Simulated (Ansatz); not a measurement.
**Property card for Ge**

Level of theory: Ansatz 0.2.0, DFT r2SCAN, scalar-relativistic, plane waves, PAW.

Plane waves to 500 eV, a k mesh through Γ of 16×16×16 on the computed 2-atom cell and Gaussian smearing (0.10 eV); no spin polarisation.

The structure is relaxed at this level of theory with its symmetry kept. This form isn't the element's structure at ambient conditions.

```
CELL_PARAMETERS angstrom
-2.57349 2.57349 1.40909
2.57349 -2.57349 1.40909
2.57349 2.57349 -1.40909
ATOMIC_POSITIONS crystal
Ge 0.25000 0.75000 0.50000
Ge 0.50000 0.50000 0.00000
```

Q: Formation energy from the elements' standard states (uncorrected)?

A: +0.361 eV/atom.

Q: Density of states at the Fermi level?

A: 0.72 states/eV per cell.

Q: Löwdin character within 0.5 eV of the Fermi level?

A: Ge 4p 81 %, Ge 4s 16 %.

Q: Bulk modulus?

A: 78 GPa.

Q: Its pressure derivative?

A: 4.6.

Q: Bader charges (e)?

A: Ge (2 in the cell) 0.00.